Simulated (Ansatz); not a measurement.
# CoPdO2 (R-3m): one cell, several starts and searches

Task: run CoPdO2 (R-3m) at one cell with other searches of states, and compare the ends. Cell and atoms stay fixed.

Computed with Ansatz 0.2.0 (DFT PBEsol+U (U_eff = 8 eV on Co d, Pd d), plane waves, PAW, unless a step's input says otherwise).

9 further runs of the same task are left out: 9 that didn't finish.

### 1 The system as given

Symmetry: R-3m, No. 166, trigonal system. The conventional cell has a = 2.845 Å, b = 2.845 Å, c = 17.880 Å, α = 90.00°, β = 90.00°, γ = 120.00°. Around Co (site symmetry -3m) lie 6 O at 1.91 Å. Pd (site symmetry -3m) has 2 O at 2.01 Å as nearest neighbours. O (site symmetry 3m) is surrounded by 3 Co at 1.91 Å and 1 Pd at 2.01 Å.

Structure file:

```
CELL_PARAMETERS angstrom
1.42250 0.82128 5.96000
-1.42250 0.82128 5.96000
0.00000 -1.64256 5.96000
ATOMIC_POSITIONS crystal
Co 0.50000 0.50000 0.50000
Pd 0.00000 0.00000 0.00000
O 0.11215 0.11215 0.11215
O 0.88785 0.88785 0.88785
```

Magnetic order typed: opposed in the cell.

The runs: from atoms, symmetry kept, no search; random orbitals: single harmonics, first filling.

### 2 From atoms, symmetry kept, no search

input.yaml

```yaml
crystal:
  lattice:
    - [1.42249981, 0.82128065, 5.96000126]
    - [-1.42249981, 0.82128065, 5.96000126]
    - [0.0, -1.6425613, 5.96000126]
  atoms:
    - { symbol: Co, position: [0.5, 0.5, 0.5], spin: 3.0 }
    - { symbol: Pd, position: [0.0, 0.0, 0.0], spin: -2.0 }
    - { symbol: O, position: [0.11215, 0.11215, 0.11215] }
    - { symbol: O, position: [0.88785, 0.88785, 0.88785] }
basis:
  ecutwfc: 420
  ecutrho_ratio: 4
kpoints:
  mp_grid: { grid: [8, 8, 8] }
hamiltonian:
  xc: pbesol
  hubbard:
    sites: [{ site: 0, l: d, u_eff: 8.0 }, { site: 1, l: d, u_eff: 8.0 }]
scf:
  occupations: { method: gaussian, width: 0.05 }
  lower_state_search: "off"
  max_iter: 150
output:
  forces: true
  stress: true
  eigenvalues: true
  populations: true
  hubbard: { sites: [{ site: 0, l: d }, { site: 1, l: d }] }
magnetization:
  spin_polarized: true
```

Launch:

```sh
> ansatz run input.yaml --threads 2 --pin off --max-ram 3072MiB --backend cpu --events-out ev --progress --plain --runs-dir out
```

Standard output, shortened:

```text
Warning: RAYON_NUM_THREADS=2 ignored (pool sized by the plan → 2); use --threads N
[...]
Co: projections on atomic orbitals take those of the free atom [Ne] 3s2 3p6 3d7 4s2, of charge +0.00 (hamiltonian.pseudopotentials.projection_atoms); the dataset's partial waves leave at most 1.4e-6 of an orbital's norm unspanned inside its sphere
Pd: projections on atomic orbitals take those of the free atom [Ar 3d10] 4s2 4p6 4d10, of charge +0.00 (hamiltonian.pseudopotentials.projection_atoms); the dataset's partial waves leave at most 1.0e-5 of an orbital's norm unspanned inside its sphere
O: projections on atomic orbitals take those of the free atom [He] 2s2 2p4, of charge +0.00 (hamiltonian.pseudopotentials.projection_atoms); the dataset's partial waves leave at most 1.9e-8 of an orbital's norm unspanned inside its sphere
[...]
Pseudopotentials: kind: paw
Pseudopotential: Co, paw, valence charge 17, recommended cutoff 420 eV (normal), Co.paw.azcp
Pseudopotential: Pd, paw, valence charge 18, recommended cutoff 420 eV (normal), Pd.paw.azcp
Pseudopotential: O, paw, valence charge 6, recommended cutoff 420 eV (normal), O.paw.azcp
Functional definition: PBEsol
[...]
Crystal: 4 atoms, lattice volume = 41.777 Å³
Basis set: ecut = 420 eV, 829 PW (Γ), FFT grids on a1−a3, a2−a3, a3, exchange–correlation on 40×40×90 points (8 copies of the dense FFT grid, shifted against one another)
[...]
E sigma→0 (E₀):  -13112.520487 eV
Entropy (-TS):   -0.000838 eV (-0.210 meV/atom)
Fermi energy:    13.553579 eV
[...]
--- Forces (eV/Å), atoms counted from 1 ---
  atom   1  Co     0.00000000     0.00000000    -0.00000000
  atom   2  Pd     0.00000000     0.00000000     0.00000000
  atom   3  O      0.00000000    -0.00000000    -1.16283716
  atom   4  O     -0.00000000     0.00000000     1.16283716
[...]
--- Stress (GPa, compression-positive) ---
       25.300551       0.000000       0.000000
        0.000000      25.300551       0.000000
        0.000000       0.000000      25.262221
  P = ⅓ Tr σ = 25.2878 GPa (252.878 kbar)
--- Band table (eV; the first three rows and the last of 130) ---
[...]
Occupation matrices written to <dir>
--- Löwdin populations: 4 sites ---
  site symbol       q [e]    m [muB]
     0     Co     15.4594     3.0097
     1     Pd     17.2129    -0.4657
     2      O      6.9542     0.3234
     3      O      6.9542     0.3234
  spilling = 0.008923 (of n_electrons = 47.000000)
--- Occupation matrices: 2 shells (run DFT+U table (all-electron-ortho-atomic); ε = 5.75e-3) ---
  Co0 d_3D: site group D3d (-3m)
  Co0 d_3D up     Tr n = 4.9604  λ = 0.983 0.983 0.997 0.998 0.998  [2× xz 0.31 Eg(1.00) | 3× z2 0.33 Eg(0.67)]
  Co0 d_3D dn     Tr n = 1.9175  λ = 0.078 0.078 0.384 0.384 0.994  [2× xz 0.29 Eg(1.00) | 2× x2-y2 0.29 Eg(1.00) | z2 1.00 A1g(1.00)]
  Pd1 d_4D: site group D3d (-3m)
  Pd1 d_4D up     Tr n = 4.3768  λ = 0.427 0.985 0.985 0.990 0.990  [z2 1.00 A1g(1.00) | 4× xz 0.25 Eg(1.00)]
  Pd1 d_4D dn     Tr n = 4.8433  λ = 0.876 0.990 0.990 0.994 0.994  [z2 1.00 A1g(1.00) | 4× xz 0.25 Eg(1.00)]
  Tr n, λ and their labels are of the run-group-symmetrised matrices; stabiliser: 12 of 24 elements of G0×{1,Θ} (closed), max defect 4.3e-15 at τ = 1.2e-3
```

Run time: 9.5 s. Hardware: 2 threads of Arm Neoverse V2, shared host; peak memory 0.47 GiB.

It ends with no gap, pressure 25.3 GPa, moments in spheres Co 2.91; Pd -0.41; O 0.24 μB, largest force component 1.16 eV/Å, 12 symmetry operations imposed.

How the shells are filled (orbitals counted by the eigenvalues of the occupation matrices):

| shell | channel | electrons | over 0.8 | 0.2 to 0.8 | under 0.2 |
| --- | --- | --- | --- | --- | --- |
| Co 3d (atom 1) | up | 4.96 | 5 | 0 | 0 |
| Co 3d (atom 1) | down | 1.92 | 1 | 2 | 2 |
| Pd 4d (atom 2) | up | 4.38 | 4 | 1 | 0 |
| Pd 4d (atom 2) | down | 4.84 | 5 | 0 | 0 |

(Part 1 of 2 ends here.)
